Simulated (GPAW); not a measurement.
**HfO2: band structure with LDA**

HfO2:

```
CELL_PARAMETERS angstrom
3.55802 0.00000 0.00000
0.00000 3.55802 0.00000
0.00000 0.00000 5.17186
ATOMIC_POSITIONS crystal
Hf 0.00000 0.00000 0.00000
Hf 0.50000 0.50000 0.50000
O 0.00000 0.50000 0.19721
O 0.50000 0.00000 0.30279
O 0.50000 0.00000 0.80279
O 0.00000 0.50000 0.69721
```

Measurements of this composition are mostly on another form, of space group No. 14.

```
Program             : GPAW 26.7.0
Task                : band structure
Functional          : LDA
Potentials or basis : the program's PAW data sets (release 1.2.1) made for this functional
Cutoff              : 800 eV
Basis               : pw
k mesh              : 5 × 5 × 4
Occupations         : fermi-dirac, width 0.05 eV
Spin                : no spin polarisation
Maxiter             : 150
Band path           : GXMGZRAZ,XR,MA
Band points         : 60
```

The pressure is -5.5 GPa. The largest force is 0.054 eV/Å and the band gap on the k mesh is 4.55 eV, indirect (least direct gap 4.63 eV). The band gap along the path is 4.55 eV, indirect (least direct gap 4.63 eV).

Forces on the atoms (eV/Å):
```
Hf   0.000  0.000  0.000
Hf   0.000  0.000  0.000
O    0.000  0.000  0.054
O    0.000  0.000 -0.054
O    0.000  0.000 -0.054
O    0.000  0.000  0.054
```

Stress tensor (GPa, compression positive):
```
-5.32  0.00  0.00
 0.00 -5.32  0.00
 0.00  0.00 -5.93
```

Levels at the corners of the path, in eV from the valence-band top:
```csv
point,band 22,band 23,band 24,band 25,band 26,band 27
Γ,-0.12,-0.08,-0.08,4.55,4.57,5.85
X,-1.44,-0.14,-0.14,4.98,4.98,6.03
M,-0.81,-0.55,-0.55,5.64,5.64,5.99
Γ,-0.12,-0.08,-0.08,4.55,4.57,5.85
Z,-0.63,0.00,0.00,5.23,5.23,5.56
R,-1.41,-0.96,-0.96,5.11,5.11,5.48
A,-1.44,-0.04,-0.04,5.83,5.83,6.18
Z,-0.63,0.00,0.00,5.23,5.23,5.56
X,-1.44,-0.14,-0.14,4.98,4.98,6.03
R,-1.41,-0.96,-0.96,5.11,5.11,5.48
M,-0.81,-0.55,-0.55,5.64,5.64,5.99
A,-1.44,-0.04,-0.04,5.83,5.83,6.18
```

Wall time 78 s on 1 thread of Intel(R) Xeon(R) 6975P-C (Granite Rapids), on a shared host, peak memory 0.53 GiB.

Caveat: spin-orbit coupling is left out, which moves the levels of the heavy elements.
